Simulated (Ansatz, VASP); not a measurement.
## Two plane-wave programs on Sn

```xyz
1
Lattice="-1.9133 1.9133 1.9133 1.9133 -1.9133 1.9133 1.9133 1.9133 -1.9133" Properties=species:S:1:pos:R:3 pbc="T T T"
Sn    0.0000    0.0000    0.0000
```

Alike in both runs: task single point; functional PBE; k mesh 8 × 8 × 8; occupations gaussian, width 0.05 eV; no spin polarisation.

```csv
,VASP,Ansatz
version,VASP 6.6.1,Ansatz 0.2.0
potentials or method,"VASP PAW PBE potentials, release 64 (Sn_d)","scalar-relativistic, plane waves, PAW"
plane-wave cutoff (eV),520,420
valence electrons in the cell,14,14
```

```tsv
	VASP	Ansatz	Ansatz less VASP
gap on the k mesh at the Fermi level (eV)	none	none	-
pressure (GPa)	0.0	0.0	+0.06
```

A gap of «none» marks a metal or a gap that the smearing closes.
